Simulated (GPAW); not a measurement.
Crystal: Cd.

```xyz
1
Lattice="-1.7843 1.7843 1.7843 1.7843 -1.7843 1.7843 1.7843 1.7843 -1.7843" Properties=species:S:1:pos:R:3 pbc="T T T"
Cd    0.0000    0.0000    0.0000
```

This isn't the form of Cd at room conditions, which is hcp.

```yaml
Program: GPAW 26.7.0
Task: single point
Functional: PBE
Potentials_or_basis: GPAW PAW data sets (gpaw-data 1.2.1)
Cutoff: 600 eV
Basis: pw
k_mesh: 10 × 10 × 10
Occupations: fermi-dirac, width 0.05 eV
Spin: no spin polarisation
```

On this cell: pressure 0.7 GPa; band gap on the k mesh none (metal or under the smearing width).

The same run follows on a disturbed copy (cell strained at random at fixed volume):

```
Cd
1.0
    -1.81397    1.81561    1.82122
     1.80090   -1.81305    1.80560
     1.73307    1.73214   -1.81866
Cd
1
Direct
  0.99699 0.98496 0.01511
```

Question: What changes?

Answer: The energy (extrapolated to zero smearing) moves by -2.8 meV/atom; pressure 0.7 GPa; band gap on the k mesh none (metal or under the smearing width).

Stress tensor (GPa, compression positive):
```
 0.69  0.15 -0.10
 0.15  0.72  0.07
-0.10  0.07  0.83
```

The energy falls, though the first cell shows no forces: that form is unstable against this distortion, unless noise or another electronic state is at work.
